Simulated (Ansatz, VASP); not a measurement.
**SiC in VASP and in Ansatz**

The input INCAR:

```
SYSTEM = SiC
  PREC = Accurate
  ENCUT = 520
  EDIFF = 1E-6
  ISMEAR = 0
  SIGMA = 0.01
  LREAL = Auto
  LASPH = .TRUE.
  NELM = 60
  ALGO = Normal
  ISIF = 2
  LWAVE = .FALSE.
  LCHARG = .TRUE.
  GGA = PE
  LELF = .TRUE.
  LVHAR = .TRUE.
  NBANDS = 46
```

File KPOINTS:

```
regular mesh
0
G
  1 1 1
  0 0 0
```

POSCAR

```
SiC
1.0
    0.0000000000      0.0000000000      5.0742922929
   -3.0919365161      5.3553911397      0.0000000000
   -3.0919365161     -5.3553911397      0.0000000000
Si C
8 8
Direct
    0.4995817072      0.1666666667      0.3333333333
    0.4995817072      0.6666666667      0.3333333333
    0.4995817072      0.1666666667      0.8333333333
    0.4995817072      0.6666666667      0.8333333333
    0.9995817072      0.8333333333      0.1666666667
    0.9995817072      0.3333333333      0.1666666667
    0.9995817072      0.8333333333      0.6666666667
    0.9995817072      0.3333333333      0.6666666667
    0.8754182928      0.1666666667      0.3333333333
    0.8754182928      0.6666666667      0.3333333333
    0.8754182928      0.1666666667      0.8333333333
    0.8754182928      0.6666666667      0.8333333333
    0.3754182928      0.8333333333      0.1666666667
    0.3754182928      0.3333333333      0.1666666667
    0.3754182928      0.8333333333      0.6666666667
    0.3754182928      0.3333333333      0.6666666667
```

Input for Ansatz:

```yaml
crystal:
  lattice:
    - [0.0, 0.0, 5.0742922929]
    - [-3.0919365161, 5.3553911397, 0.0]
    - [-3.0919365161, -5.3553911397, 0.0]
  atoms:
    - { symbol: Si, position: [0.4995817072, 0.1666666667, 0.3333333333] }
    - { symbol: Si, position: [0.4995817072, 0.6666666667, 0.3333333333] }
    - { symbol: Si, position: [0.4995817072, 0.1666666667, 0.8333333333] }
    - { symbol: Si, position: [0.4995817072, 0.6666666667, 0.8333333333] }
    - { symbol: Si, position: [0.9995817072, 0.8333333333, 0.1666666667] }
    - { symbol: Si, position: [0.9995817072, 0.3333333333, 0.1666666667] }
    - { symbol: Si, position: [0.9995817072, 0.8333333333, 0.6666666667] }
    - { symbol: Si, position: [0.9995817072, 0.3333333333, 0.6666666667] }
    - { symbol: C, position: [0.8754182928, 0.1666666667, 0.3333333333] }
    - { symbol: C, position: [0.8754182928, 0.6666666667, 0.3333333333] }
    - { symbol: C, position: [0.8754182928, 0.1666666667, 0.8333333333] }
    - { symbol: C, position: [0.8754182928, 0.6666666667, 0.8333333333] }
    - { symbol: C, position: [0.3754182928, 0.8333333333, 0.1666666667] }
    - { symbol: C, position: [0.3754182928, 0.3333333333, 0.1666666667] }
    - { symbol: C, position: [0.3754182928, 0.8333333333, 0.6666666667] }
    - { symbol: C, position: [0.3754182928, 0.3333333333, 0.6666666667] }
basis:
  ecutwfc: 420
  xc_grid: 2
kpoints:
  mp_grid: { grid: [1, 1, 1], shift: [0.0, 0.0, 0.0] }
hamiltonian:
  xc: pbe
scf:
  occupations: { method: gaussian, width: 0.01 }
output:
  forces: true
  stress: true
  eigenvalues: true
```

Alike in both runs: task single point; functional PBE; k mesh 1 × 1 × 1; occupations gaussian, width 0.01 eV; no spin polarisation.

|  | VASP | Ansatz |
| --- | --- | --- |
| version | VASP 6.6.1 | Ansatz 0.2.0 |
| potentials or method | VASP PAW PBE potentials, release 64 (Si, C) | scalar-relativistic, plane waves, PAW |
| plane-wave cutoff (eV) | 520 | 420 |
| valence electrons in the cell | 64 | 64 |

|  | VASP | Ansatz | Ansatz less VASP |
| --- | --- | --- | --- |
| gap on the k mesh at the Fermi level (eV) | 2.59 | 2.59 | +0.003 |
| least direct gap on the mesh (eV) | 2.59 | 2.59 | +0.003 |
| pressure (GPa) | 0.0 | 0.0 | +0.02 |
| largest component of the traceless stress (GPa) | 14.26 | 14.26 | +0.002 |
| rms of the force components (eV/Å) | 0.520 | 0.520 | -0.0004 |

Atom by atom the forces differ by 0.000 eV/Å (rms over components).

Caveats: the k mesh is coarse (spacing up to 1.24 Å⁻¹), so the values aren't converged; an odd mesh through Γ misses points on the zone boundary, where band edges often lie.
